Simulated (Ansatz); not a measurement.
## Ionic part of the dielectric constant of HfO₂ at 50 GPa, mode by mode

Level of theory: DFT PBE, scalar-relativistic, plane waves, PAW in Ansatz 0.2.0. Cutoff 420 eV, 8×8×8 k-points (Γ-centred), fixed occupations. No spin polarisation. Phonons by linear response, acoustic sum rule imposed.

Symmetry: Fm-3m, No. 225, cubic system. Conventional cell: a = 4.851 Å, b = 4.851 Å, c = 4.851 Å, α = 90.00°, β = 90.00°, γ = 90.00°. Around Hf (site symmetry m-3m) lie 8 O at 2.10 Å. O (site symmetry -43m) is surrounded by 4 Hf at 2.10 Å.

Spin–orbit coupling is left out, which matters for heavy elements. Other phases may be more stable at this pressure.

The primitive cell has V = 28.54 Å³ and ε∞,zz = 5.276. Each polar mode adds Δε = (4.92064×10⁷/V)·S/ν² along z, with S its oscillator strength in e²/amu, ν in cm⁻¹ and V in Å³.

Question: From these modes, find each Δε and ε0,zz.
```json
{"ν (cm⁻¹)": "360.4", "S_zz (e²/amu)": "1.163"}
```

Answer:
| ν (cm⁻¹) | Δε |
| --- | --- |
| 360.4 | 15.44 |

The sum is 15.444, so ε0,zz = 20.72; the run's tensor has 20.72.

Question: Where do the longitudinal modes lie for a wave vector along z?

Answer: At 714 cm⁻¹. The Lyddane–Sachs–Teller product Π(ν_LO/ν_TO)² = 3.93 matches ε0/ε∞ = 3.93.

This fluorite-type form isn't the usual stable structure of the compound at low pressure.

Cost: 1 run of about 0.73 core-minutes, on Arm Neoverse V1 (shared hosts).